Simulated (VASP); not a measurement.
**CdO (Monteponite): relaxation of cell and atoms with PBEsol**

The system is CdO (Monteponite).

```
Cd O
1.0
     0.00000    2.34950    2.34950
     2.34950    0.00000    2.34950
     2.34950    2.34950    0.00000
Cd O
1 1
Cartesian
  0.0000 0.0000 0.0000
  2.3495 2.3495 2.3495
```

| Property | Result |
| --- | --- |
| Program | VASP 6.6.1 |
| Task | relaxation of cell and atoms |
| Functional | PBEsol |
| Potentials or basis | VASP PAW PBE potentials, release 64 (Cd, O) |
| Cutoff | 600 eV |
| k mesh | 12 × 12 × 12 |
| Occupations | gaussian, width 0.03 eV |
| Spin | no spin polarisation |
| Further INCAR settings | ALGO = Normal; EDIFF = 1e-06; IBRION = 2; EDIFFG = -0.01; NSW = 90; ISIF = 3 |

```json
{
  "Relaxed volume": "13.02 Å³/atom",
  "Relaxed cell": "a = 3.327 Å, b = 3.327 Å, c = 3.327 Å, α = 60.00°, β = 60.00°, γ = 60.00°",
  "Space group after relaxing (to 0.05 Å)": "Fm-3m (No. 225)",
  "Energy gained by relaxing": "0.1 meV/atom",
  "Ionic steps": "3",
  "Pressure after relaxing": "0.0 GPa",
  "Band gap on the k mesh": "none (metal or under the smearing width)"
}
```

Step by step:
| step | energy change (eV) | largest force (eV/Å) | pressure (GPa) | volume (Å³) |
| --- | --- | --- | --- | --- |
| 1 | 0.0000 | 0.0000 | 0.53 | 25.94 |
| 2 | -0.0001 | 0.0000 | -0.36 | 26.10 |
| 3 | -0.0002 | 0.0000 | 0.00 | 26.04 |

Final structure:
```yaml
crystal:
  lattice:
    - [0.00000, 2.35240, 2.35240]
    - [2.35240, 0.00000, 2.35240]
    - [2.35240, 2.35240, 0.00000]
  atoms:
    - { symbol: Cd, position: [0.00000, 0.00000, 0.00000] }
    - { symbol: O, position: [0.50000, 0.50000, 0.50000] }
```

Levels at points of the mesh, in eV from the Fermi level:
| k point | band 5 | band 6 | band 7 | band 8 | band 9 | band 10 | band 11 | band 12 | band 13 |
| --- | --- | --- | --- | --- | --- | --- | --- | --- | --- |
| (0.00, 0.00, 0.00) | -6.38 | -6.38 | -1.37 | -1.37 | -1.37 | -0.57 | 14.74 | 16.83 | 16.83 |
| (0.50, 0.00, 0.00) | -6.12 | -6.12 | -3.85 | -0.03 | -0.03 | 4.26 | 7.19 | 11.76 | 11.76 |
| (0.50, 0.50, 0.00) | -5.98 | -5.67 | -4.42 | -2.36 | -2.36 | 3.73 | 8.40 | 11.02 | 13.17 |

Wall time 18 s on 4 MPI ranks on Intel(R) Xeon(R) Platinum 8488C (Sapphire Rapids), on a shared host, peak memory 0.17 GiB a rank.

Caveat: the PAW data sets were made with another functional, which shifts forces and pressure a little; this crystal is a semiconductor, whose small gap the functional closes, so the metal is an error of the method. Zero-point motion and thermal expansion aren't in these numbers.
